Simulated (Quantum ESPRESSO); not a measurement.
# GaP/Ga(1-x)In(x)P (110) interfaces, on the lattice of GaP, stepped through the share x of In, part 4 of 9

Wanted: a table for GaP/Ga(1-x)In(x)P (110) interfaces, on the lattice of GaP against the share x of In, and what can be fitted to it.

Quantum ESPRESSO 7.5; plane-wave DFT, LDA, GBRV ultrasoft pseudopotentials.

So far. Step 2 (Relaxing cell and ions of the reference):  The last row is no step: it is a fresh SCF in the final cell with a new plane-wave basis, +3 meV from the row before. Step 5 (Relaxing cell and ions, 0.25):  The last row is no step: it is a fresh SCF in the final cell with a new plane-wave basis, -13 meV from the row before.

## (6) Ground state, 0.25

The input, m0.bulk.in:

```
&control
  prefix = 'm0.bulk'
  outdir = './out'
  pseudo_dir = './pseudo'
  calculation = 'scf'
  tprnfor = .true.
/
&system
  ibrav = 0
  nat = 8
  ntyp = 3
  ecutwfc = 40
  ecutrho = 200
  occupations = 'smearing'
  smearing = 'fd'
  degauss = 0.002
  nbnd = 49
/
&electrons
  conv_thr = 1e-09
  mixing_beta = 0.4
  electron_maxstep = 120
/
ATOMIC_SPECIES
  In  114.8180  in_lda_v1.4.uspp.F.UPF
  P   30.9738  p_lda_v1.5.uspp.F.UPF
  Ga  69.7230  ga_lda_v1.4.uspp.F.UPF
CELL_PARAMETERS angstrom
  5.38740463800000 0.00000000000000 0.00000000000000
  0.00000000000000 3.81025747400000 0.00000000000000
  0.00000000000000 0.00000000000000 7.88498961100000
ATOMIC_POSITIONS crystal
  In  -0.004155629200 0.000000000000 0.000000000000
  P   0.285571180200 0.500000000000 0.000000000000
  Ga  0.497295856900 0.500000000000 0.258142933700
  P   0.741829103200 0.000000000000 0.263512575200
  Ga  -0.003439565900 0.000000000000 0.500000000000
  P   0.243774094700 0.500000000000 0.500000000000
  Ga  0.497295856900 0.500000000000 0.741857066300
  P   0.741829103200 0.000000000000 0.736487424800
K_POINTS automatic
  6 8 4 0 0 0
```

Launch:

```
$ OMP_NUM_THREADS=1 mpirun -n 4 pw.x -nk 4 -in m0.bulk.in > m0.bulk.out
```

What it wrote:

```text
[banner, memory and clock lines left out]
Program PWSCF v.7.5 starts
[citation notice left out]

[...]
Message from routine setup:
[...]
bravais-lattice index     =            0
     lattice parameter (alat)  =      10.1807  a.u.
     unit-cell volume          =    1092.2741 (a.u.)^3
     number of atoms/cell      =            8
     number of atomic types    =            3
     number of electrons       =        90.00
     number of Kohn-Sham states=           49
     kinetic-energy cutoff     =      40.0000  Ry
     charge density cutoff     =     200.0000  Ry
     scf convergence threshold =      1.0E-09
     mixing beta               =       0.4000
     number of iterations used =            8  plain     mixing
     Exchange-correlation=  SLA  PZ   NOGX NOGC
                           (   1   1   0   0   0   0   0)

[...]
PseudoPot. # 1 for In read from file:
     ./pseudo/in_lda_v1.4.uspp.F.UPF
     Pseudo is Ultrasoft + core correction, Zval = 13.0
     Generated by new atomic code, or converted to UPF format
     Using radial grid of  889 points,  6 beta functions with:
                l(1) =   0
                l(2) =   0
                l(3) =   1
                l(4) =   1
                l(5) =   2
                l(6) =   2
     Q(r) pseudized with  6 coefficients,  rinner =    1.400   1.400   1.400
                                                       1.400   1.400

     PseudoPot. # 2 for P  read from file:
     ./pseudo/p_lda_v1.5.uspp.F.UPF
     Pseudo is Ultrasoft + core correction, Zval =  5.0
     Generated by new atomic code, or converted to UPF format
     Using radial grid of  903 points,  6 beta functions with:
                l(1) =   0
                l(2) =   0
                l(3) =   1
                l(4) =   1
                l(5) =   2
                l(6) =   2
     Q(r) pseudized with  8 coefficients,  rinner =    1.300   1.300   1.300
                                                       1.300   1.300

     PseudoPot. # 3 for Ga read from file:
     ./pseudo/ga_lda_v1.4.uspp.F.UPF
     Pseudo is Ultrasoft + core correction, Zval = 19.0
     Generated by new atomic code, or converted to UPF format
     Using radial grid of  871 points,  6 beta functions with:
                l(1) =   0
                l(2) =   0
                l(3) =   1
                l(4) =   1
                l(5) =   2
                l(6) =   2
     Q(r) pseudized with  8 coefficients,  rinner =    1.250   1.250   1.250
                                                       1.250   1.250

     atomic species   valence    mass     pseudopotential
     In               13.00   114.81800     In( 1.00)
     P                 5.00    30.97380     P ( 1.00)
     Ga               19.00    69.72300     Ga( 1.00)

      4 Sym. Ops. (no inversion) found

[...]
number of k points=    60  Fermi-Dirac smearing, width (Ry)=  0.0020
[...]
Dense  grid:    52167 G-vectors     FFT dimensions: (  45,  36,  72)

     Smooth grid:    37399 G-vectors     FFT dimensions: (  45,  30,  60)

     Initial potential from superposition of free atoms

     starting charge      85.4994, renormalised to      90.0000
     Starting wfcs are   61 randomized atomic wfcs

     per-process dynamical memory:   102.3 Mb

     Self-consistent Calculation

     iteration #  1     ecut=    40.00 Ry     beta= 0.40
     Davidson diagonalization with overlap
     ethr =  1.00E-02,  avg # of iterations =  4.8

     total energy              =   -1392.31139543 Ry
     estimated scf accuracy    <      92.30611515 Ry

     iteration #  2     ecut=    40.00 Ry     beta= 0.40
[...]
total energy              =   -1424.05594241 Ry
     estimated scf accuracy    <     108.22231232 Ry

     iteration #  3     ecut=    40.00 Ry     beta= 0.40
[...]
total energy              =   -1437.37787567 Ry
     estimated scf accuracy    <      29.92668179 Ry

     iteration #  4     ecut=    40.00 Ry     beta= 0.40
[...]
total energy              =   -1441.04865820 Ry
     estimated scf accuracy    <       3.50360560 Ry

     iteration #  5     ecut=    40.00 Ry     beta= 0.40
[...]
total energy              =   -1440.56414486 Ry
     estimated scf accuracy    <       1.87299342 Ry

     iteration #  6     ecut=    40.00 Ry     beta= 0.40
[...]
total energy              =   -1440.37850738 Ry
     estimated scf accuracy    <       0.59007676 Ry

[...]
iteration # 14     ecut=    40.00 Ry     beta= 0.40
[...]
total energy              =   -1440.46975658 Ry
     estimated scf accuracy    <       0.00000038 Ry

     iteration # 15     ecut=    40.00 Ry     beta= 0.40
[...]
total energy              =   -1440.46975661 Ry
     estimated scf accuracy    <       0.00000004 Ry

     iteration # 16     ecut=    40.00 Ry     beta= 0.40
[...]
total energy              =   -1440.46975663 Ry
     estimated scf accuracy    <          1.8E-09 Ry

     iteration # 17     ecut=    40.00 Ry     beta= 0.40
[...]
End of self-consistent calculation

          k = 0.0000 0.0000 0.0000 (  4691 PWs)   bands (ev):

   -85.7524 -85.7524 -85.7401 -85.7401 -85.7396 -85.7395 -85.6938 -85.6930
   -85.6924  -6.7848  -6.7344  -6.7294  -6.6630  -6.6600  -6.6490  -6.6351
    -6.6130  -6.6004  -6.5891  -6.5735  -6.5646  -6.5564  -6.5316  -6.5143
    -6.2801  -6.1942  -6.1415  -6.0495  -6.0091  -4.6587  -2.7899  -2.6766
    -1.4554   1.2326   2.4684   2.7377   4.4702   4.5839   5.0059   5.3053
     6.6720   7.0393   7.9192   8.0425   8.2401   9.2054   9.6098   9.8367
    10.9607

          k = 0.0000 0.0000 0.1708 (  4678 PWs)   bands (ev):

   -85.7524 -85.7523 -85.7402 -85.7399 -85.7395 -85.7394 -85.6938 -85.6930
   -85.6923  -6.7798  -6.7474  -6.7127  -6.6686  -6.6619  -6.6502  -6.6336
    -6.6137  -6.5971  -6.5886  -6.5771  -6.5635  -6.5577  -6.5308  -6.5143
    -6.2794  -6.1989  -6.1414  -6.0497  -6.0091  -4.5280  -3.4829  -2.0074
    -1.4456   1.1983   1.9177   3.7357   3.9302   4.4431   5.4013   5.5211
     6.2761   6.7824   7.4111   7.6442   8.1898   9.7634  10.1816  10.4779
    10.7759

[...]
the Fermi energy is     8.7196 ev

!    total energy              =   -1440.46975664 Ry
     estimated scf accuracy    <          4.6E-10 Ry
     smearing contrib. (-TS)   =      -0.00000000 Ry
     internal energy E=F+TS    =   -1440.46975664 Ry

     The total energy is F=E-TS. E is the sum of the following terms:
     one-electron contribution =   -1259.88461469 Ry
     hartree contribution      =     668.25703821 Ry
     xc contribution           =    -204.45539809 Ry
     ewald contribution        =    -644.38678207 Ry

     convergence has been achieved in  17 iterations

     Forces acting on atoms (cartesian axes, Ry/au):

     atom    1 type  1   force =     0.00012088    0.00000000    0.00000000
     atom    2 type  2   force =    -0.00207626    0.00000000    0.00000000
     atom    3 type  3   force =     0.00006101    0.00000000    0.00065864
     atom    4 type  2   force =     0.00108234    0.00000000    0.00027928
     atom    5 type  3   force =     0.00029365    0.00000000    0.00000000
     atom    6 type  2   force =    -0.00062499    0.00000000    0.00000000
     atom    7 type  3   force =     0.00006101    0.00000000   -0.00065864
     atom    8 type  2   force =     0.00108234    0.00000000   -0.00027928

     Total force =     0.002859     Total SCF correction =     0.000105

[...]
```

It took 2.5 min on 4 MPI ranks of Arm Neoverse V1, shared host; peak memory 0.61 GiB.

Numbers from this step:

| Item | Value |
| --- | --- |
| free energy | -19598.5895 eV |
| Fermi energy | 8.720 eV |
| valence top, on the run's zero | 8.240 eV |
| conduction bottom, on the run's zero | 9.205 eV |
| gap by band count | 0.9653 eV |

## (7) Electrostatic potential, 0.25

The input, m0.bulk.pot.in:

```
&inputpp
  prefix = 'm0.bulk'
  outdir = './out'
  filplot = 'm0.bulk.pot.dat'
  plot_num = 11
/
```

Launch:

```
$ OMP_NUM_THREADS=1 mpirun -n 4 pp.x -in m0.bulk.pot.in > m0.bulk.pot.out
```

What it wrote:

```text
[banner, memory and clock lines left out]
Program POST-PROC v.7.5 starts

          URL

     ./out/m0.bulk.save/

     IMPORTANT: XC functional enforced from input :
     Exchange-correlation= PZ
                           (   1   1   0   0   0   0   0)
     Any further DFT definition will be discarded
     Please, verify this is what you really want

     Calling punch_plot, plot_num =  11
     Writing data to file  m0.bulk.pot.dat
     Message from routine chdens:
     namelist plot not found or invalid, exiting
```

Run time: 1.1 s. Hardware: 4 MPI ranks; peak memory 0.1 GiB.

Electrostatic potential energy of an electron; zero at the highest filled level of the SCF mesh. Potential energy, planar mean against z:

```csv
z (Å),"potential energy, planar mean (eV)"
0.00,-12.5
0.22,-11.1
0.44,-7.46
0.66,-3.47
0.88,-0.745
1.10,0.155
1.31,-1.00
1.42,-2.33
1.64,-5.93
1.86,-9.08
2.08,-10.2
2.30,-8.67
2.52,-5.25
2.74,-1.87
2.96,-0.406
3.18,-1.04
3.39,-3.77
3.61,-7.42
3.83,-9.85
3.94,-10.2
4.16,-8.90
4.38,-5.62
4.60,-2.17
4.82,-0.463
5.04,-0.859
5.26,-3.41
5.48,-7.10
5.69,-9.73
5.91,-9.95
6.13,-7.69
6.35,-4.05
6.46,-2.33
6.68,-0.162
6.90,-0.0494
7.12,-1.90
7.34,-5.39
7.56,-9.45
7.78,-12.2
```

[end of part 4 of 9]

[Logs are printed without paths, hosts, clocks, repeated set-up lines and the standing remarks that a program may print on its own settings, such as how far it seeks lower states.]

[Hosts, paths, dates, database ids (printed as entryN), source tags and the programs' standing remarks are cut or masked in the printed files.]

[Maps of the electrostatic potential energy from Ansatz leave out the sawtooth potential of an applied field or a dipole correction, so their vacuum need not be flat; planar profiles and work functions include it.]
